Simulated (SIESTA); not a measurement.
# Pd under changes of volume

One of the cells (15.547 Å³/atom); the others are scaled copies at fixed shape and fractional positions:

```xyz
1
Lattice="-1.5723 1.5723 1.5723 1.5723 -1.5723 1.5723 1.5723 1.5723 -1.5723" Properties=species:S:1:pos:R:3 pbc="T T T"
Pd    0.0000    0.0000    0.0000
```

This isn't the form of Pd at room conditions, which is fcc.

| Property | Result |
| --- | --- |
| Program | SIESTA 5.4.2 |
| Functional | LDA |
| Potentials or basis | PseudoDojo 0.4 standard (LDA files) |
| Basis | DZP (energy shift 0.003 Ry; two zetas on semicore shells) |
| Grid cutoff | 800 Ry |
| Energy shift | 0.003 Ry |
| k mesh | 12 × 12 × 12 |
| Occupations | fermi-dirac, width 0.05 eV |
| Spin | no spin polarisation |

| volume (Å³/atom) | energy over the lowest point (meV/atom) | pressure (GPa) |
| --- | --- | --- |
| 14.614 | 0.00 | -4.1 |
| 14.925 | 12.11 | -8.0 |
| 15.236 | 31.17 | -11.3 |
| 15.547 | 56.12 | -14.1 |
| 15.858 | ? | ? |
| 16.169 | 120.97 | -18.8 |
| 16.480 | 159.46 | -20.7 |

Task: What does the run at 15.858 Å³/atom give?

Result: Energy over the lowest point 86.27 meV/atom; pressure -16.7 GPa.

Worked out: A Birch-Murnaghan fit of order 3 (a polynomial in V^(-2/3)) to the other rows has its minimum at 14.31 Å³/atom, just outside them, with B0 = V·E''(V) = 216 GPa and B' = 5.4. It gives 86.31 meV/atom at 15.858 Å³/atom, against the run's 86.27, and -dE/dV = -16.8 GPa, against -16.7.

Energies are extrapolated to zero smearing.

Caveats: the basis of atomic orbitals isn't converged, which shifts pressures, moduli and gaps.
